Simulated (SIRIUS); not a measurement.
Runs of SIRIUS 7.10.0 on In. The cell holds a slab with vacuum, 3 atoms: a = 3.335 Å, b = 3.335 Å, c = 20.509 Å, α = 90.00°, β = 90.00°, γ = 120.00°. 

```tsv
level	libxc names	gap on the mesh (eV)	largest force (eV/Å)
B86bPBE	["XC_GGA_X_B86_MGC", "XC_GGA_C_PBE"]	none	0.29
PBE	["XC_GGA_X_PBE", "XC_GGA_C_PBE"]	none	0.26
SG4	["XC_GGA_X_SG4", "XC_GGA_C_SG4"]	none	(a)
revPBE	["XC_GGA_X_PBE_R", "XC_GGA_C_PBE"]	none	0.33
LDA	["XC_LDA_X", "XC_LDA_C_PW"]	none	-
```

Alike in all rows: task single point; potentials or basis PseudoDojo 0.4.1 PBE standard (scalar relativistic); no spin polarisation; cell as given; k mesh 5 × 5 × 1; cutoff (eV) 960; smearing fermi-dirac 0.05 eV; the mesh is coarse, so values aren't converged.

Problem. Estimate the missing entries.

Solution. (a) 0.07.

Caveats: all runs use coarse meshes; the potentials were made for another functional, which shifts forces and pressure (some runs); the potentials were made for a functional far from this one (some runs).

A k mesh can miss the band edges, and the runs leave out spin-orbit coupling on In.

A gap of «none» marks a metal or a gap under the smearing width.
